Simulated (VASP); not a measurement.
# NaH (Fm-3m) in VASP: a series of runs

Runs on NaH. Level: LDA. Tasks: single point, relaxation of cell and atoms.

All numbers are computed with VASP 6.6.1; they aren't measurements. Logs are shortened: lines on timing, memory, paths and dates and some standing lists are left out, and cuts for length are marked.

### 1 The crystal as given

It takes space group Fm-3m (No. 225, cubic). The conventional cell has a = 4.832 Å, b = 4.832 Å, c = 4.832 Å, α = 90.00°, β = 90.00°, γ = 90.00°. Na (site symmetry m-3m) has 6 H at 2.42 Å as nearest neighbours. Around H (site symmetry m-3m) lie 6 Na at 2.42 Å.

### 2 Single point, LDA (relaxed again under DFT LDA, scalar-relativistic, plane waves, PAW)

The input, INCAR:

```
PREC = Accurate ; ENCUT = 520
EDIFF = 1E-7 ; ISMEAR = 0
SIGMA = 0.02 ; LREAL = False
LASPH = True ; NELM = 80
ALGO = Normal ; ISIF = 2
LWAVE = False ; LCHARG = False
NBANDS = 11
```

The input, KPOINTS:

```
Automatic mesh
0
Gamma
  8 8 8
```

The input, POSCAR:

```
NaH
1.0
    0.0000000000      2.3442546650      2.3442546650
    2.3442546650      0.0000000000      2.3442546650
    2.3442546650      2.3442546650      0.0000000000
Na H
1 1
Direct
    0.0000000000      0.0000000000      0.0000000000
    0.5000000000      0.5000000000      0.5000000000
```

Potentials or basis: VASP PAW LDA potentials, release 64 (Na_pv, H).

Launch:

```bash
$ cat potpaw_LDA.64/Na_pv/POTCAR potpaw_LDA.64/H/POTCAR > POTCAR
$ mpirun -np 1 vasp_std > vasp.out
```

OUTCAR:

```text
PREC = Accurate
   ENCUT = 520
   EDIFF = 1E-7
   ISMEAR = 0
   LREAL = False
   LASPH = True
   NELM = 80
   ISIF = 2

 ion  position               nearest neighbor table
   1  0.000  0.000  0.000-
   2  0.500  0.500  0.500-

  LATTYP: Found a face centered cubic cell.
 ALAT       =     4.6885093300

  Lattice vectors:

 A1 = (   0.0000000000,   2.3442546650,   2.3442546650)
 A2 = (   2.3442546650,   0.0000000000,   2.3442546650)
 A3 = (   2.3442546650,   2.3442546650,   0.0000000000)

Analysis of symmetry for initial positions (statically):
=====================================================================
 Subroutine PRICEL returns:
 Original cell was already a primitive cell.

 Routine SETGRP: Setting up the symmetry group for a
 face centered cubic supercell.

 Subroutine GETGRP returns: Found 48 space group operations
 (whereof 48 operations were pure point group operations)
 out of a pool of 48 trial point group operations.

The static configuration has the point symmetry O_h .

Analysis of symmetry for dynamics (positions and initial velocities):
=====================================================================
 Subroutine PRICEL returns:
 Original cell was already a primitive cell.

 Routine SETGRP: Setting up the symmetry group for a
 face centered cubic supercell.

 Subroutine GETGRP returns: Found 48 space group operations
 (whereof 48 operations were pure point group operations)
 out of a pool of 48 trial point group operations.

The dynamic configuration has the point symmetry O_h .

 Subroutine INISYM returns: Found 48 space group operations
 (whereof 48 operations are pure point group operations),
 and found     1 'primitive' translations

----------------------------------------------------------------------------------------

                                     Primitive cell

  volume of cell :      25.7658

  direct lattice vectors                    reciprocal lattice vectors
     0.000000000  2.344254665  2.344254665    -0.213287407  0.213287407  0.213287407
     2.344254665  0.000000000  2.344254665     0.213287407 -0.213287407  0.213287407
     2.344254665  2.344254665  0.000000000     0.213287407  0.213287407 -0.213287407

  length of vectors
     3.315276741  3.315276741  3.315276741     0.369424626  0.369424626  0.369424626

  position of ions in fractional coordinates (direct lattice)
     0.000000000  0.000000000  0.000000000
     0.500000000  0.500000000  0.500000000

  ion indices of the primitive-cell ions
   primitive index   ion index
                 1           1
                 2           2

----------------------------------------------------------------------------------------

 KPOINTS: Automatic mesh

Automatic generation of k-mesh.
 Grid dimensions read from file:
 generate k-points for:    8    8    8

 Generating k-lattice:

  Cartesian coordinates                     Fractional coordinates (reciprocal lattice)
    -0.026660926  0.026660926  0.026660926     0.125000000  0.000000000  0.000000000
     0.026660926 -0.026660926  0.026660926     0.000000000  0.125000000  0.000000000
     0.026660926  0.026660926 -0.026660926     0.000000000  0.000000000  0.125000000

  Length of vectors
     0.046178078  0.046178078  0.046178078

  Shift w.r.t. Gamma in fractional coordinates (k-lattice)
     0.000000000  0.000000000  0.000000000

 Subroutine IBZKPT returns following result:
 ===========================================

 Found     29 irreducible k-points:

 Following reciprocal coordinates:
            Coordinates               Weight
  0.000000  0.000000  0.000000      1.000000
  0.125000  0.000000  0.000000      8.000000
  0.250000  0.000000  0.000000      8.000000
  0.375000  0.000000  0.000000      8.000000
  0.500000  0.000000  0.000000      4.000000
  0.125000  0.125000  0.000000      6.000000
[... 16 lines left out ...]
  0.500000  0.250000  0.125000     48.000000
 -0.375000  0.250000  0.125000     24.000000
 [... further k-points ...]
   k-points           NKPTS =     29   k-points in BZ     NKDIM =     29   number of bands    NBANDS=     11
   number of dos      NEDOS =    301   number of ions     NIONS =      2
   total plane-waves  NPLWV =  21952
   dimension x,y,z NGX =    28 NGY =   28 NGZ =   28
   dimension x,y,z NGXF=    56 NGYF=   56 NGZF=   56
   ions per type =               1   1
   NGX,Y,Z   is equivalent  to a cutoff of  14.04, 14.04, 14.04 a.u.
   NGXF,Y,Z  is equivalent  to a cutoff of  28.08, 28.08, 28.08 a.u.
 SYSTEM =  unknown system
   PREC   = accura    normal or accurate (medium, high low for compatibility)
   ISTART =      0    job   : 0-new  1-cont  2-samecut
   ICHARG =      2    charge: 1-file 2-atom 10-const
   ISPIN  =      1    spin polarized calculation?
   LNONCOLLINEAR =      F non collinear calculations
   LSORBIT =      F    spin-orbit coupling
   LASPH  =      T    aspherical Exc in radial PAW
   ENCUT  =  520.0 eV  38.22 Ry    6.18 a.u.   6.16  6.16  6.16*2*pi/ulx,y,z
   NELM   =     80;   NELMIN=  2; NELMDL= -5     # of ELM steps
   EDIFF  = 0.1E-06   stopping-criterion for ELM
   LREAL  =      F    real-space projection
   EDIFFG = 0.1E-05   stopping-criterion for IOM
   NSW    =      0    number of steps for IOM
   IBRION =     -1    ionic relax: 0-MD 1-quasi-New 2-CG
   NFREE  =      0    steps in history (QN), initial steepest desc. (CG)
   ISIF   =      2    stress and relaxation
   ISYM   =      2    0-nonsym 1-usesym 2-fastsym
   POTIM  = 0.5000    time-step for ionic-motion
   TEBEG  =    0.0;   TEEND  =   0.0 temperature during run
   PSTRESS=    0.0 pullay stress
   NELECT =       8.0000    total number of electrons
   NUPDOWN=      -1.0000    fix difference up-down
   EMIN   =  10.00;   EMAX   =-10.00  energy-range for DOS
   EFERMI =   0.00;   METHOD = LEGACY
   ISMEAR =     0;   SIGMA  =   0.02  broadening in eV -4-tet -1-fermi 0-gaus
   EFERMI_NEDOS =   21; number of points for ismear=-14 and -15
   IALGO  =     38    algorithm
   IMIX   =      4    mixing-type and parameters
     AMIX     =   0.40;   BMIX     =  1.00
     AMIX_MAG =   1.60;   BMIX_MAG =  1.00
  volume/ion in A,a.u.               =      12.88        86.94
  Fermi-wavevector in a.u.,A,eV,Ry     =   1.108554  2.094863 16.720079  1.228891
  Thomas-Fermi vector in A             =   2.245082
   LORBIT       =      0    0 simple, 1 ext, 2 COOP (PROOUT), +10 PAW based schemes
   GGA     = CA    functional components
   LHFCALC =     F    Hartree Fock is set to
   AEXX    =    0.0000 exact exchange contribution
   IVDW    =     0    specifies the selected vdW correction
   LEPSILON=     F    determine dielectric tensor
   LRPA    =     F    only Hartree local field effects (RPA)
 non-spin polarized calculation
 Gauss-broadening in eV      SIGMA  =   0.02
  energy-cutoff  :      520.00
  volume of cell :       25.77
 maximum number of plane-waves:       702
 NGX is ok and might be reduce to    28
   NGX = 13   NGY = 13   NGZ = 13

 number of electron       8.0000002 magnetization

 Free energy of the ion-electron system (eV)
  ---------------------------------------------------
  ext. energy  EPLUGINS =         0.00000000
  ---------------------------------------------------
  free energy    TOTEN  =        -5.40842238 eV

  energy without entropy =       -5.40842238  energy(sigma->0) =       -5.40842238

 E-fermi :  -0.7243     XC(G=0):  -8.5614

 val. band max:       -0.9113896867   @ k =  -0.2500   0.5000   0.2500
 cond. band min:       2.6360437734   @ k =   0.5000   0.0000   0.0000
 fundamental gap:      3.5474334601
 Fermi energy:        -0.7242675515

 k-point     1 :       0.0000    0.0000    0.0000
  band No.  band energies     occupation
      1     -22.9391      2.00000
      2     -22.9391      2.00000
      3     -22.9391      2.00000
      4      -4.9683      2.00000
      5      10.3018      0.00000
      6      14.9413      0.00000
      7      14.9413      0.00000
      8      14.9413      0.00000
      9      16.1788      0.00000
     10      16.1788      0.00000
     11      16.1788      0.00000

 k-point     2 :       0.1250    0.0000    0.0000
  band No.  band energies     occupation
      1     -22.9590      2.00000
      2     -22.9414      2.00000
      3     -22.9414      2.00000
      4      -4.6732      2.00000
      5       9.2254      0.00000
      6      12.3620      0.00000
      7      14.2064      0.00000
      8      14.2064      0.00000
      9      17.0500      0.00000
     10      17.0500      0.00000
     11      17.3160      0.00000

 k-point     3 :       0.2500    0.0000    0.0000
  band No.  band energies     occupation
      1     -23.0065      2.00000
      2     -22.9469      2.00000
      3     -22.9469      2.00000
      4      -3.8325      2.00000
      5       6.5151      0.00000
      6      11.0058      0.00000
      7      13.3938      0.00000
      8      13.3938      0.00000
      9      17.0019      0.00000
     10      17.0019      0.00000
     11      18.6120      0.00000

 k-point     4 :       0.3750    0.0000    0.0000
  band No.  band energies     occupation
      1     -23.0532      2.00000
      2     -22.9524      2.00000
      3     -22.9524      2.00000
      4      -2.6386      2.00000
      5       3.8966      0.00000
      6      10.4583      0.00000
      7      12.8867      0.00000
      8      12.8867      0.00000
      9      16.2710      0.00000
     10      16.2710      0.00000
     11      18.8840      0.00000

 k-point     5 :       0.5000    0.0000    0.0000
  band No.  band energies     occupation
      1     -23.0723      2.00000
      2     -22.9547      2.00000
      3     -22.9547      2.00000
      4      -1.8704      2.00000
      5       2.6360      0.00000
      6      10.3012      0.00000
      7      12.7149      0.00000
      8      12.7149      0.00000
      9      15.9901      0.00000
     10      15.9901      0.00000
     11      18.7302      0.00000
[... 211 lines left out ...]
 k-point    21 :       0.5000    0.5000    0.0000
  band No.  band energies     occupation
      1     -23.0572      2.00000
      2     -22.9836      2.00000
      3     -22.9836      2.00000
      4      -1.1270      2.00000
      5       3.5593      0.00000
      6       9.0770      0.00000
      7       9.9778      0.00000
      8       9.9778      0.00000
      9      11.4588      0.00000
     10      24.0133      0.00000
     11      25.4489      0.00000

 k-point    22 :       0.3750    0.2500    0.1250
  band No.  band energies     occupation
      1     -23.0172      2.00000
      2     -22.9699      2.00000
      3     -22.9544      2.00000
      4      -3.1546      2.00000
      5       6.1699      0.00000
      6       8.3435      0.00000
      7      11.6285      0.00000
      8      14.5220      0.00000
      9      15.1131      0.00000
     10      17.7674      0.00000
     11      20.4739      0.00000

 k-point    23 :       0.5000    0.2500    0.1250
  band No.  band energies     occupation
      1     -23.0414      2.00000
      2     -22.9834      2.00000
      3     -22.9614      2.00000
      4      -2.0952      2.00000
      5       4.4542      0.00000
      6       7.2004      0.00000
      7      10.7141      0.00000
      8      14.6101      0.00000
      9      15.8627      0.00000
     10      18.0066      0.00000
     11      20.2854      0.00000

 k-point    24 :      -0.3750    0.2500    0.1250
  band No.  band energies     occupation
      1     -23.0517      2.00000
      2     -22.9876      2.00000
      3     -22.9653      2.00000
      4      -1.4589      2.00000
      5       3.4666      0.00000
      6       6.9618      0.00000
      7      10.3396      0.00000
      8      14.5724      0.00000
      9      15.7099      0.00000
     10      19.1187      0.00000
     11      21.3569      0.00000

 [... further k-points ...]
[... 5 lines left out ...]
  --------------------------------------------------------------------------------------
  -------------------------------------------------------------------------------------
  Total       -0.0025371     -0.0025371     -0.0025371     -0.0000000     -0.0000000      0.0000000
  in kB       -0.1577636     -0.1577636     -0.1577636     -0.0000000     -0.0000000      0.0000000
  external PRESSURE =      -0.1577636 kB  Pullay stress =       0.0000000 kB

 VOLUME and BASIS-vectors are now :
 -----------------------------------------------------------------------------
  energy-cutoff  :      520.00
  volume of cell :       25.77
      direct lattice vectors                 reciprocal lattice vectors
     0.000000000  2.344254665  2.344254665    -0.213287407  0.213287407  0.213287407
     2.344254665  0.000000000  2.344254665     0.213287407 -0.213287407  0.213287407
     2.344254665  2.344254665  0.000000000     0.213287407  0.213287407 -0.213287407

 POSITION                                       TOTAL-FORCE (eV/Angst)
 -----------------------------------------------------------------------------------
      0.00000      0.00000      0.00000         0.000000      0.000000     -0.000000
      2.34425      2.34425      2.34425         0.000000      0.000000      0.000000
 -----------------------------------------------------------------------------------
    total drift:                               -0.000000     -0.000000      0.000000

  FREE ENERGIE OF THE ION-ELECTRON SYSTEM (eV)
  ---------------------------------------------------
  free  energy   TOTEN  =        -5.4084223763 eV

  energy  without entropy=       -5.4084223763  energy(sigma->0) =       -5.40842238
```

Wall time 6.5 s (1 thread of Intel Xeon Platinum 8488C (Sapphire Rapids), shared host); peak memory 0.13 GiB.

Results:

```yaml
Free_energy: -5.4084 eV
Pressure: 0.0 GPa
Band_gap_on_the_k_mesh: 3.55 eV, indirect (least direct gap 4.51 eV)
```

A k mesh can miss the band edges.

(Continued in part 2 of 2.)
